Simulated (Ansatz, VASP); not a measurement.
**Cd3Se: VASP beside Ansatz**

File INCAR:

```
SYSTEM = Cd3Se
PREC = Accurate ; ENCUT = 520
EDIFF = 1E-7 ; ISMEAR = -1
SIGMA = 0.05 ; LREAL = .False.
LASPH = .True. ; NELM = 60
ALGO = Normal ; ISIF = 2
LWAVE = .False. ; LCHARG = .False.
GGA = PS ; NBANDS = 29
```

KPOINTS

```
regular mesh
0
Gamma
  9 9 9
  0 0 0
```

POSCAR

```
Cd3Se
1.0
   -1.9992892073      1.9992892073      5.9628190106
    1.9992892073     -1.9992892073      5.9628190106
    1.9992892073      1.9992892073     -5.9628190106
Cd Se
3 1
Direct
    0.5000000000      0.5000000000      0.0000000000
    0.2500000000      0.7500000000      0.5000000000
    0.7500000000      0.2500000000      0.5000000000
    0.0000000000      0.0000000000      0.0000000000
```

Contents of input.yaml:

```yaml
crystal:
  lattice:
    - [-1.9992892073, 1.9992892073, 5.9628190106]
    - [1.9992892073, -1.9992892073, 5.9628190106]
    - [1.9992892073, 1.9992892073, -5.9628190106]
  atoms:
    - { symbol: Cd, position: [0.5, 0.5, 0.0] }
    - { symbol: Cd, position: [0.25, 0.75, 0.5] }
    - { symbol: Cd, position: [0.75, 0.25, 0.5] }
    - { symbol: Se, position: [0.0, 0.0, 0.0] }
hamiltonian:
  xc: pbesol
  pseudopotentials: { kind: paw }
kpoints:
  mp_grid: { grid: [9, 9, 9] }
scf:
  occupations: { method: fermi_dirac, width: 0.05 }
output:
  forces: true
  stress: true
  eigenvalues: true
```

The cell comes from a database or a generator and needn't be the stable form of this composition.

Alike in both runs: task single point; functional PBEsol; k mesh 9 × 9 × 9; occupations fermi-dirac, width 0.05 eV; no spin polarisation.

|  | VASP | Ansatz |
| --- | --- | --- |
| version | VASP 6.6.1 | Ansatz 0.2.0 |
| potentials or method | VASP PAW PBE potentials, release 64 (Cd, Se) | Ansatz PAW |
| plane-wave cutoff (eV) | 520 | 420 |
| valence electrons in the cell | 42 | 76 |

|  | VASP | Ansatz | Ansatz less VASP |
| --- | --- | --- | --- |
| gap on the k mesh at the Fermi level (eV) | none | none | - |
| pressure (GPa) | -1.1 | -1.4 | -0.32 |
| largest component of the traceless stress (GPa) | 0.31 | 0.50 | +0.197 |

A gap of «none» marks a metal or a gap that the smearing closes. The two sets of potentials don't hold the same shells in valence.

Caveats: the PAW data sets were made with another functional, which shifts forces and pressure a little (VASP); the PAW data sets come from PBE, with cores solved anew for the run's functional, which leaves a small shift of forces and pressure (Ansatz).
